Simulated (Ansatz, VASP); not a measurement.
## ZrS in VASP and in Ansatz

Contents of INCAR:

```
  PREC = Accurate
  ENCUT = 520
  EDIFF = 1E-7
  ISMEAR = 0
  SIGMA = 0.15
  LREAL = False
  LASPH = True
  NELM = 100
  ALGO = Normal
  ISIF = 2
  LWAVE = False
  LCHARG = False
  GGA = PS
  NBANDS = 16
```

The input KPOINTS:

```
regular mesh
0
Gamma
  20 20 20
```

The input POSCAR:

```
ZrS
1.0
    0.1452979884      2.5830753500      2.5830753500
    2.5830753500      0.1452979884      2.5830753500
    2.7283733384      2.7283733384      0.0000000000
Zr S
1 1
Direct
    0.0000000000      0.0000000000      0.0000000000
    0.5000000000      0.5000000000      0.5000000000
```

Input for Ansatz:

```yaml
crystal:
  lattice:
    - [0.1452979884, 2.58307535, 2.58307535]
    - [2.58307535, 0.1452979884, 2.58307535]
    - [2.7283733384, 2.7283733384, 0.0]
  atoms:
    - { symbol: Zr, position: [0.0, 0.0, 0.0] }
    - { symbol: S, position: [0.5, 0.5, 0.5] }
basis:
  ecutwfc: 420
kpoints:
  mp_grid: { grid: [20, 20, 20] }
hamiltonian:
  xc: pbesol
scf:
  occupations: { method: gaussian, width: 0.15 }
output:
  forces: true
  stress: true
  eigenvalues: true
```

Change from the starting cell: strain +0.1125 x Voigt [0, 0, 0, 0, 0, 1], atoms carried along.

Alike in both runs: task single point; functional PBEsol; k mesh 20 × 20 × 20; occupations gaussian, width 0.15 eV; no spin polarisation.

|  | VASP | Ansatz |
| --- | --- | --- |
| version | VASP 6.6.1 | Ansatz 0.2.0 |
| potentials or method | VASP PAW PBE potentials, release 64 (Zr_sv, S) | scalar-relativistic, plane waves, PAW |
| plane-wave cutoff (eV) | 520 | 420 |
| valence electrons in the cell | 18 | 18 |

|  | VASP | Ansatz | Ansatz less VASP |
| --- | --- | --- | --- |
| gap on the k mesh at the Fermi level (eV) | none | none | - |
| pressure (GPa) | 0.8 | 0.6 | -0.22 |
| largest component of the traceless stress (GPa) | 2.85 | 2.92 | +0.068 |

A gap of «none» marks a metal or a gap that the smearing closes. The functional is the same, so the differences come from potentials, cutoffs and numerics.

Caveats: the PAW data sets were made with another functional, which shifts forces and pressure a little (VASP).
